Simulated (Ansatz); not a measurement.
# Nickel, simple cubic under BLYP: from relaxation to bulk modulus, part 2 of 2

The plan for nickel in the simple cubic structure: relax it, solve it on a dense k-mesh, then scale the cell to 7 volumes from 88 to 112 % of the relaxed one and try a fit of the equation of state. Spin polarisation is left out, though the real metal is magnetic, so this state lies above the ground state. The k-meshes are 14×14×14 for the relaxation; 22×22×22 for the dense run; 15×15×15 for the volumes.

Ansatz 0.2.0; DFT, BLYP, plane waves (420 eV) with PAW, scalar-relativistic. The steps go on from the part before.

**4. Equation of state: 88 %**

This is Ni in the simple cubic structure; at room conditions it is fcc.

Contents of input.yaml:

```yaml
crystal:
  lattice:
    - [2.2681971081, 0.0, 0.0]
    - [0.0, 2.2681971081, 0.0]
    - [0.0, 0.0, 2.2681971081]
  atoms:
    - { symbol: Ni, position: [0.0, 0.0, 0.0] }
hamiltonian:
  xc: blyp
  pseudopotentials:
    kind: paw
    azcp:
      Ni: "pseudopotentials/Ni.paw.azcp"
basis:
  ecutwfc: 420
  fft_grid_basis: typed
kpoints:
  mp_grid: { grid: [15, 15, 15], shift: [0, 0, 0] }
magnetization:
  spin_polarized: false
scf:
  occupations: { method: fermi_dirac, width: 0.1 }
  lower_state_search: "off"
output:
  stress: true
  write_density: true
  write_potential: true
  elf: true
  volumetric_format: npy
```

Output, cut to the lines that bear on the results:

```text
Warning: RAYON_NUM_THREADS=2 ignored (pool sized by the plan → 2); use --threads N
[...]
Pseudopotentials: kind: paw
Pseudopotential: Ni, paw, valence charge 18, recommended cutoff 420 eV (normal), <dir>
Functional definition: BLYP
[...]
Crystal: 1 atoms, lattice volume = 11.669 Å³
Basis set: ecut = 420 eV, 251 PW (Γ), exchange–correlation on 32×32×32 points (8 copies of the dense FFT grid, shifted against one another)
Bands: 13, of which v1, the nominal top of the filled ones, is band 9 counted from 1 (8 counted from 0)
Symmetry: 48 space group operations
Space group: Pm-3m (ITA 221), of the structure as read, at distance tolerance 2.3e-5 Å
k-points: 120 of 3375
[...]
SCF iter   1: F=—  HF=-5847.677599 eV  |F-HF|=—  |Δ(HF+E_count)|=         —  Δρ=2.17e-2  dr2=3.71e-2  ethr=1.77e-3  ⟨swp⟩=5.4  Hψ=8416  notcnv=0
[...]
SCF iter   6: F=-5847.671708 eV  HF=-5847.671708 eV  |F-HF|=3.70e-10  |Δ(HF+E_count)|=   2.43e-8  Δρ=2.71e-6  dr2=6.20e-10  ethr=5.56e-10  ⟨swp⟩=9.2  Hψ=11202  notcnv=0
[...]
SCF converged after 6 iterations
Free energy (F): -5847.671708 eV
[...]
E sigma→0 (E₀):  -5847.637550 eV
Entropy (-TS):   -0.068315 eV (-68.315 meV/atom)
Fermi energy:    16.997863 eV
[...]
--- Stress (GPa, compression-positive) ---
       21.455872      -0.000000       0.000000
       -0.000000      21.455872       0.000000
        0.000000       0.000000      21.455872
  P = ⅓ Tr σ = 21.4559 GPa (214.559 kbar)
--- Band table (eV; the first three rows and the last of 120) ---
  k-point 0: bands = ["-85.8374", "-46.1688", "-46.1688", "-46.1688", "8.6792", "13.3328", "13.3328", "17.0518", "17.0518", "17.0518", "37.4075", "37.4075", "37.4075"]
[...]
```

It took 0.9 s on 2 threads of Arm Neoverse V2, shared host; peak memory 0.27 GiB.

Density in a lattice plane of the grid's cell (edges 2.27 and 2.27 Å, at 0.000 of the third edge), which holds Ni.

Ten even steps from ' ' (0.18 e/Å³) to '@' (60.81 e/Å³):
```
%%##++==::..                          ..::==++##
**++==--....                          ....--==++
----::....                              ....::--
........                                  ......
                                                
                                                
                                                
                                                
                                                
                                                
                                                
                                                
                                                
                                                
                                                
........                                  ......
----::....                              ....::--
**++==--....                          ....--==++
%%##++==::..                          ..::==++##
@@%%##==::..                          ..::==##%%
```
Columns run along the first of these edges and rows up along the second, over one cell in 24 and 20 even steps from the bottom left corner. Atoms in the plane (fractional): Ni at (0.00, 0.00).

ELF in the same plane.

Ten even steps from '0' (0.18) to '9' (0.73):
```
987643210000000001234678
776542110000000001124567
554432100000000000123445
333221100000000000112233
222111000000000000011122
111000000000000000000011
000000000000100000000000
000000000000100000000000
000000000000000000000000
000000001110001110000000
000000000000000000000000
000000000000100000000000
000000000000100000000000
111000000000000000000011
222111000000000000011122
333221100000000000112233
554432100000000000123445
776542110000000001124567
987643210000000001234678
998643210000000001234689
```
Columns run along the first of these edges and rows up along the second, over one cell in 24 and 20 even steps from the bottom left corner. Atoms in the plane (fractional): Ni at (0.00, 0.00).

Both are smooth fields of the valence electrons: close to the nuclei they are not physical.

**5. Equation of state: 92 %**

input.yaml: that of step 4 with these lines changed.

```diff
@@ -2,5 +2,5 @@
   lattice:
-    - [2.2681971081, 0.0, 0.0]
-    - [0.0, 2.2681971081, 0.0]
-    - [0.0, 0.0, 2.2681971081]
+    - [2.302055788, 0.0, 0.0]
+    - [0.0, 2.302055788, 0.0]
+    - [0.0, 0.0, 2.302055788]
   atoms:
@@ -25,5 +25 @@
   stress: true
-  write_density: true
-  write_potential: true
-  elf: true
-  volumetric_format: npy
```

Output, cut to the lines that bear on the results:

```text
Warning: RAYON_NUM_THREADS=2 ignored (pool sized by the plan → 2); use --threads N
[...]
[... 3 set-up lines as earlier in the session ...]
[...]
Crystal: 1 atoms, lattice volume = 12.200 Å³
Basis set: ecut = 420 eV, 251 PW (Γ), exchange–correlation on 32×32×32 points (8 copies of the dense FFT grid, shifted against one another)
Bands: 13, of which v1, the nominal top of the filled ones, is band 9 counted from 1 (8 counted from 0)
[... 2 set-up lines as earlier in the session ...]
k-points: 120 of 3375
[...]
SCF iter   1: F=—  HF=-5847.733570 eV  |F-HF|=—  |Δ(HF+E_count)|=         —  Δρ=2.20e-2  dr2=4.01e-2  ethr=1.77e-3  ⟨swp⟩=5.5  Hψ=8413  notcnv=0
[...]
SCF iter   6: F=-5847.727380 eV  HF=-5847.727380 eV  |F-HF|=4.97e-10  |Δ(HF+E_count)|=   6.64e-9  Δρ=2.19e-6  dr2=3.56e-10  ethr=5.56e-10  ⟨swp⟩=4.5  Hψ=5465  notcnv=0
[...]
SCF converged after 6 iterations
Free energy (F): -5847.727380 eV
[...]
E sigma→0 (E₀):  -5847.691568 eV
Entropy (-TS):   -0.071625 eV (-71.625 meV/atom)
Fermi energy:    16.051593 eV
[...]
--- Stress (GPa, compression-positive) ---
       12.533409       0.000000       0.000000
        0.000000      12.533409       0.000000
        0.000000       0.000000      12.533409
  P = ⅓ Tr σ = 12.5334 GPa (125.334 kbar)
```

Wall time 0.7 s (2 threads of Arm Neoverse V2, shared host); peak memory 0.27 GiB.

**6. Equation of state: 96 %**

input.yaml: that of step 5 with these lines changed.

```diff
@@ -2,5 +2,5 @@
   lattice:
-    - [2.302055788, 0.0, 0.0]
-    - [0.0, 2.302055788, 0.0]
-    - [0.0, 0.0, 2.302055788]
+    - [2.334946743, 0.0, 0.0]
+    - [0.0, 2.334946743, 0.0]
+    - [0.0, 0.0, 2.334946743]
   atoms:
@@ -25 +25,5 @@
   stress: true
+  write_density: true
+  write_potential: true
+  elf: true
+  volumetric_format: npy
```

Output, cut to the lines that bear on the results:

```text
Warning: RAYON_NUM_THREADS=2 ignored (pool sized by the plan → 2); use --threads N
[...]
[... 3 set-up lines as earlier in the session ...]
[...]
Crystal: 1 atoms, lattice volume = 12.730 Å³
Basis set: ecut = 420 eV, 251 PW (Γ), exchange–correlation on 32×32×32 points (8 copies of the dense FFT grid, shifted against one another)
Bands: 13, of which v1, the nominal top of the filled ones, is band 9 counted from 1 (8 counted from 0)
[... 2 set-up lines as earlier in the session ...]
k-points: 120 of 3375
[...]
SCF iter   1: F=—  HF=-5847.763348 eV  |F-HF|=—  |Δ(HF+E_count)|=         —  Δρ=2.22e-2  dr2=4.34e-2  ethr=1.77e-3  ⟨swp⟩=5.5  Hψ=8307  notcnv=0
[...]
SCF iter   6: F=-5847.756754 eV  HF=-5847.756754 eV  |F-HF|=1.16e-10  |Δ(HF+E_count)|=   3.07e-8  Δρ=3.11e-6  dr2=5.45e-10  ethr=2.33e-10  ⟨swp⟩=6.0  Hψ=9471  notcnv=0
[...]
SCF converged after 6 iterations
Free energy (F): -5847.756754 eV
[...]
E sigma→0 (E₀):  -5847.719284 eV
Entropy (-TS):   -0.074941 eV (-74.941 meV/atom)
Fermi energy:    15.185530 eV
[...]
--- Stress (GPa, compression-positive) ---
        5.491534       0.000000       0.000000
       -0.000000       5.491534       0.000000
        0.000000       0.000000       5.491534
  P = ⅓ Tr σ = 5.4915 GPa (54.915 kbar)
--- Band table (eV; the first three rows and the last of 120) ---
  k-point 0: bands = ["-87.4850", "-47.8594", "-47.8594", "-47.8594", "7.4294", "11.9376", "11.9376", "15.2208", "15.2208", "15.2208", "34.5423", "34.5423", "34.5423"]
[...]
```

Run time: 0.92 s. Hardware: 2 threads of Arm Neoverse V2, shared host; peak memory 0.28 GiB.

**7. Equation of state: 100 %**

input.yaml: that of step 6 with these lines changed.

```diff
@@ -2,5 +2,5 @@
   lattice:
-    - [2.334946743, 0.0, 0.0]
-    - [0.0, 2.334946743, 0.0]
-    - [0.0, 0.0, 2.334946743]
+    - [2.36693629, 0.0, 0.0]
+    - [0.0, 2.36693629, 0.0]
+    - [0.0, 0.0, 2.36693629]
   atoms:
@@ -25,5 +25 @@
   stress: true
-  write_density: true
-  write_potential: true
-  elf: true
-  volumetric_format: npy
```

Output, cut to the lines that bear on the results:

```text
Warning: RAYON_NUM_THREADS=2 ignored (pool sized by the plan → 2); use --threads N
[...]
[... 3 set-up lines as earlier in the session ...]
[...]
Crystal: 1 atoms, lattice volume = 13.260 Å³
Basis set: ecut = 420 eV, 251 PW (Γ), exchange–correlation on 32×32×32 points (8 copies of the dense FFT grid, shifted against one another)
Bands: 13, of which v1, the nominal top of the filled ones, is band 9 counted from 1 (8 counted from 0)
[... 2 set-up lines as earlier in the session ...]
k-points: 120 of 3375
[...]
SCF iter   1: F=—  HF=-5847.772486 eV  |F-HF|=—  |Δ(HF+E_count)|=         —  Δρ=2.25e-2  dr2=4.73e-2  ethr=1.77e-3  ⟨swp⟩=5.4  Hψ=8185  notcnv=0
[...]
SCF iter   6: F=-5847.765362 eV  HF=-5847.765362 eV  |F-HF|=2.94e-10  |Δ(HF+E_count)|=   5.98e-8  Δρ=2.87e-6  dr2=5.26e-10  ethr=2.22e-10  ⟨swp⟩=3.1  Hψ=6033  notcnv=0
[...]
SCF converged after 6 iterations
Free energy (F): -5847.765362 eV
[...]
E sigma→0 (E₀):  -5847.726237 eV
Entropy (-TS):   -0.078251 eV (-78.251 meV/atom)
Fermi energy:    14.390315 eV
[...]
--- Stress (GPa, compression-positive) ---
       -0.065876       0.000000       0.000000
        0.000000      -0.065876      -0.000000
        0.000000       0.000000      -0.065876
  P = ⅓ Tr σ = -0.0659 GPa (-0.659 kbar)
```

It took 0.73 s on 2 threads of Arm Neoverse V2, shared host; peak memory 0.27 GiB.

**8. Equation of state: 104 %**

input.yaml: that of step 7 with these lines changed.

```diff
@@ -2,5 +2,5 @@
   lattice:
-    - [2.36693629, 0.0, 0.0]
-    - [0.0, 2.36693629, 0.0]
-    - [0.0, 0.0, 2.36693629]
+    - [2.3980837605, 0.0, 0.0]
+    - [0.0, 2.3980837605, 0.0]
+    - [0.0, 0.0, 2.3980837605]
   atoms:
```

Output, cut to the lines that bear on the results:

```text
Warning: RAYON_NUM_THREADS=2 ignored (pool sized by the plan → 2); use --threads N
[...]
[... 3 set-up lines as earlier in the session ...]
[...]
Crystal: 1 atoms, lattice volume = 13.791 Å³
Basis set: ecut = 420 eV, 257 PW (Γ), exchange–correlation on 36×36×36 points (8 copies of the dense FFT grid, shifted against one another)
Bands: 13, of which v1, the nominal top of the filled ones, is band 9 counted from 1 (8 counted from 0)
[... 2 set-up lines as earlier in the session ...]
k-points: 120 of 3375
[...]
SCF iter   1: F=—  HF=-5847.765253 eV  |F-HF|=—  |Δ(HF+E_count)|=         —  Δρ=2.29e-2  dr2=5.19e-2  ethr=1.77e-3  ⟨swp⟩=5.4  Hψ=8105  notcnv=0
[...]
SCF iter   6: F=-5847.757600 eV  HF=-5847.757600 eV  |F-HF|=3.47e-10  |Δ(HF+E_count)|=   6.65e-8  Δρ=2.64e-6  dr2=5.02e-10  ethr=2.31e-10  ⟨swp⟩=3.0  Hψ=6052  notcnv=0
[...]
SCF converged after 6 iterations
Free energy (F): -5847.757600 eV
[...]
E sigma→0 (E₀):  -5847.716841 eV
Entropy (-TS):   -0.081518 eV (-81.518 meV/atom)
Fermi energy:    13.657937 eV
[...]
--- Stress (GPa, compression-positive) ---
       -4.446882       0.000000       0.000000
       -0.000000      -4.446882       0.000000
        0.000000       0.000000      -4.446882
  P = ⅓ Tr σ = -4.4469 GPa (-44.469 kbar)
```

Run time: 0.83 s. Hardware: 2 threads of Arm Neoverse V2, shared host; peak memory 0.27 GiB.

**9. Equation of state: 108 %**

input.yaml: that of step 8 with these lines changed.

```diff
@@ -2,5 +2,5 @@
   lattice:
-    - [2.3980837605, 0.0, 0.0]
-    - [0.0, 2.3980837605, 0.0]
-    - [0.0, 0.0, 2.3980837605]
+    - [2.4284424739, 0.0, 0.0]
+    - [0.0, 2.4284424739, 0.0]
+    - [0.0, 0.0, 2.4284424739]
   atoms:
@@ -25 +25,5 @@
   stress: true
+  write_density: true
+  write_potential: true
+  elf: true
+  volumetric_format: npy
```

Output, cut to the lines that bear on the results:

```text
Warning: RAYON_NUM_THREADS=2 ignored (pool sized by the plan → 2); use --threads N
[...]
[... 3 set-up lines as earlier in the session ...]
[...]
Crystal: 1 atoms, lattice volume = 14.321 Å³
Basis set: ecut = 420 eV, 257 PW (Γ), exchange–correlation on 36×36×36 points (8 copies of the dense FFT grid, shifted against one another)
Bands: 13, of which v1, the nominal top of the filled ones, is band 9 counted from 1 (8 counted from 0)
[... 2 set-up lines as earlier in the session ...]
k-points: 120 of 3375
[...]
SCF iter   1: F=—  HF=-5847.745036 eV  |F-HF|=—  |Δ(HF+E_count)|=         —  Δρ=2.29e-2  dr2=5.52e-2  ethr=1.77e-3  ⟨swp⟩=5.4  Hψ=8038  notcnv=0
[...]
SCF iter   6: F=-5847.736939 eV  HF=-5847.736939 eV  |F-HF|=1.29e-9  |Δ(HF+E_count)|=   6.84e-8  Δρ=2.33e-6  dr2=6.42e-10  ethr=4.75e-10  ⟨swp⟩=5.8  Hψ=9233  notcnv=0
[...]
SCF converged after 6 iterations
Free energy (F): -5847.736939 eV
[...]
E sigma→0 (E₀):  -5847.694585 eV
Entropy (-TS):   -0.084708 eV (-84.708 meV/atom)
Fermi energy:    12.981340 eV
[...]
--- Stress (GPa, compression-positive) ---
       -7.892197      -0.000000       0.000000
       -0.000000      -7.892197       0.000000
        0.000000       0.000000      -7.892197
  P = ⅓ Tr σ = -7.8922 GPa (-78.922 kbar)
--- Band table (eV; the first three rows and the last of 120) ---
  k-point 0: bands = ["-89.4974", "-49.9146", "-49.9146", "-49.9146", "5.9316", "10.2222", "10.2222", "12.9924", "12.9924", "12.9924", "30.9808", "30.9808", "30.9808"]
[...]
```

Wall time 1.1 s (2 threads of Arm Neoverse V2, shared host); peak memory 0.28 GiB.

**10. Equation of state: 112 %**

input.yaml: that of step 9 with these lines changed.

```diff
@@ -2,5 +2,5 @@
   lattice:
-    - [2.4284424739, 0.0, 0.0]
-    - [0.0, 2.4284424739, 0.0]
-    - [0.0, 0.0, 2.4284424739]
+    - [2.4580605451, 0.0, 0.0]
+    - [0.0, 2.4580605451, 0.0]
+    - [0.0, 0.0, 2.4580605451]
   atoms:
```

Output, cut to the lines that bear on the results:

```text
Warning: RAYON_NUM_THREADS=2 ignored (pool sized by the plan → 2); use --threads N
[...]
[... 3 set-up lines as earlier in the session ...]
[...]
Crystal: 1 atoms, lattice volume = 14.852 Å³
Basis set: ecut = 420 eV, 257 PW (Γ), exchange–correlation on 36×36×36 points (8 copies of the dense FFT grid, shifted against one another)
Bands: 13, of which v1, the nominal top of the filled ones, is band 9 counted from 1 (8 counted from 0)
[... 1 set-up line as earlier in the session ...]
Space group: Pm-3m (ITA 221), of the structure as read, at distance tolerance 2.5e-5 Å
k-points: 120 of 3375
[...]
SCF iter   1: F=—  HF=-5847.714583 eV  |F-HF|=—  |Δ(HF+E_count)|=         —  Δρ=2.29e-2  dr2=5.78e-2  ethr=1.77e-3  ⟨swp⟩=5.4  Hψ=7993  notcnv=0
[...]
SCF iter   6: F=-5847.706156 eV  HF=-5847.706156 eV  |F-HF|=1.27e-9  |Δ(HF+E_count)|=   4.45e-8  Δρ=2.54e-6  dr2=8.82e-10  ethr=5.56e-10  ⟨swp⟩=8.5  Hψ=10543  notcnv=0
[...]
SCF converged after 6 iterations
Free energy (F): -5847.706156 eV
[...]
E sigma→0 (E₀):  -5847.662249 eV
Entropy (-TS):   -0.087815 eV (-87.815 meV/atom)
Fermi energy:    12.354302 eV
[...]
--- Stress (GPa, compression-positive) ---
      -10.590749       0.000000       0.000000
        0.000000     -10.590749       0.000000
        0.000000       0.000000     -10.590749
  P = ⅓ Tr σ = -10.5907 GPa (-105.907 kbar)
--- Band table (eV; the first three rows and the last of 120) ---
  k-point 0: bands = ["-90.0712", "-50.4990", "-50.4990", "-50.4990", "5.5102", "9.7304", "9.7304", "12.3583", "12.3583", "12.3583", "29.9508", "29.9508", "29.9508"]
[...]
```

Wall time 1.1 s (2 threads of Arm Neoverse V2, shared host); peak memory 0.28 GiB.

**11. Energy and pressure against volume**

The cell was scaled evenly, with its shape and the fractional positions fixed.

```csv
V (Å³/atom),E − E₀ (meV/atom),P from the stress (GPa),P from the fit (GPa)
11.669,88.8,21.46,20.99
12.200,34.8,12.53,12.02
12.730,7.0,5.49,4.98
13.260,0.1,-0.07,-0.56
13.791,9.5,-4.45,-4.93
14.321,31.7,-7.89,-8.37
14.852,64.1,-10.59,-11.07
```

A third-order Birch-Murnaghan fit gives V₀ = 13.201 Å³/atom, B₀ = 125 GPa and B₀′ = 4.9; it misses no point by more than 0.02 meV/atom.

Fit and stress differ a little: one follows E(σ → 0), the other the smeared free energy.

**12. Results**

The summary covers parts 1 to 2.

| quantity | value |
| --- | --- |
| space group (spins left aside) | Pm-3m (No. 221) |
| conventional cell | a = 2.367 Å |
| volume | 13.260 Å³/atom |
| shortest distance | 2.367 Å |
| gap on the mesh | none (levels filled in part) |
| relative to fcc, ferromagnetic | +553 meV/atom |
| V₀, B₀, B₀′ | 13.201 Å³/atom, 125 GPa, 4.9 |

What this shows: From the guessed start the volume grew by 12.2 % in 7 steps. Against the reference form of nickel (fcc, ferromagnetic, computed apart with the same settings) it stands 553 meV/atom higher; part of this is magnetic energy, as this run has no moments. No gap shows: it is a metal or semimetal at this level. B₀ comes out at 125 GPa. Relaxation kept the symmetry; phonons were not checked.
